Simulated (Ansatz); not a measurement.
# MoSe2: the cost of one run

Program: Ansatz 0.2.0. Level of theory: DFT LDA+U (U_eff = 7 eV on Mo d), plane waves, PAW. These are calculated values, not measurements.

The COD entry's cell or inner coordinates are ideal or old and differ from later refinements, so a difference from it is no clean test against experiment.

2 further runs of the same task are left out: 2 that didn't finish.

## 1. The system as given

The structure is hexagonal, space group P6_3/mmc (No. 194). Conventional cell: a = 3.288 Å, b = 3.288 Å, c = 12.900 Å, α = 90.00°, β = 90.00°, γ = 120.00°. Mo (site symmetry -6m2) has 6 Se at 2.49 Å as nearest neighbours. Se (site symmetry 3m) has 3 Mo at 2.49 Å as nearest neighbours.

Coordinates:

```xyz
6
Lattice="3.2880 0.0000 0.0000 -1.6440 2.8475 0.0000 0.0000 0.0000 12.9000" Properties=species:S:1:pos:R:3 pbc="T T T"
Mo    0.0000    1.8983    3.2250
Mo    1.6440    0.9492    9.6750
Se    0.0000    1.8983    8.0625
Se    1.6440    0.9492    1.6125
Se    0.0000    1.8983   11.2875
Se    1.6440    0.9492    4.8375
```

An earlier series on this cell reached its lowest free state from «ferromagnetic start, free, symmetry kept, no search», perhaps among other starts.

## 2. Antiferromagnetic start, free

Contents of input.yaml:

```yaml
crystal:
  lattice:
    - [3.28799957, 0.0, 0.0]
    - [-1.64399979, 2.84749116, 0.0]
    - [0.0, 0.0, 12.90000092]
  atoms:
    - { symbol: Mo, position: [0.3333333333, 0.6666666667, 0.25], spin: 2.0 }
    - { symbol: Mo, position: [0.6666666667, 0.3333333333, 0.75], spin: -2.0 }
    - { symbol: Se, position: [0.3333333333, 0.6666666667, 0.625] }
    - { symbol: Se, position: [0.6666666667, 0.3333333333, 0.125] }
    - { symbol: Se, position: [0.3333333333, 0.6666666667, 0.875] }
    - { symbol: Se, position: [0.6666666667, 0.3333333333, 0.375] }
basis:
  ecutwfc: 420
  ecutrho_ratio: 4
kpoints:
  mp_grid: { grid: [7, 7, 2] }
hamiltonian:
  xc: lda
  hubbard:
    sites:
      - { site: 0, l: d, u_eff: 7.0, starting_ns: [{ spin: up, occupation_matrix: s0up }, { spin: down, occupation_matrix: s0down }] }
      - { site: 1, l: d, u_eff: 7.0, starting_ns: [{ spin: up, occupation_matrix: s1up }, { spin: down, occupation_matrix: s1down }] }
    occupation_matrices:
      s0up:
        matrix:
          - [0.97, 0.0, 0.0, 0.0, 0.0]
          - [0.0, 0.02, 0.0, 0.0, 0.0]
          - [0.0, 0.0, 0.02, 0.0, 0.0]
          - [0.0, 0.0, 0.0, 0.02, 0.0]
          - [0.0, 0.0, 0.0, 0.0, 0.97]
      s0down:
        matrix:
          - [0.02, 0.0, 0.0, 0.0, 0.0]
          - [0.0, 0.02, 0.0, 0.0, 0.0]
          - [0.0, 0.0, 0.02, 0.0, 0.0]
          - [0.0, 0.0, 0.0, 0.02, 0.0]
          - [0.0, 0.0, 0.0, 0.0, 0.02]
      s1up:
        matrix:
          - [0.02, 0.0, 0.0, 0.0, 0.0]
          - [0.0, 0.02, 0.0, 0.0, 0.0]
          - [0.0, 0.0, 0.02, 0.0, 0.0]
          - [0.0, 0.0, 0.0, 0.02, 0.0]
          - [0.0, 0.0, 0.0, 0.0, 0.02]
      s1down:
        matrix:
          - [0.97, 0.0, 0.0, 0.0, 0.0]
          - [0.0, 0.02, 0.0, 0.0, 0.0]
          - [0.0, 0.0, 0.02, 0.0, 0.0]
          - [0.0, 0.0, 0.0, 0.02, 0.0]
          - [0.0, 0.0, 0.0, 0.0, 0.97]
    ns_hold: { iters: 8 }
scf:
  occupations: { method: gaussian, width: 0.05 }
  lower_state_search: "off"
  max_iter: 150
output:
  forces: true
  stress: true
  eigenvalues: true
  populations: true
  hubbard: { sites: [{ site: 0, l: d }, { site: 1, l: d }] }
  write_density: true
  write_potential: true
  elf: true
  volumetric_format: npy
magnetization:
  spin_polarized: true
```

The typed matrices put 0.97 on the chosen orbitals and 0.02 on the others, and are held for 8 cycles.

Run with:

```console
ansatz run input.yaml --threads 4 --pin off --max-ram 6144MiB --backend cpu --events-out ev --progress --plain --runs-dir out
```

Q: Estimate wall time and peak memory on 4 threads of AMD EPYC 9R45 (Zen 5), shared host.

About 71 s, with a peak of 1.5 GiB.
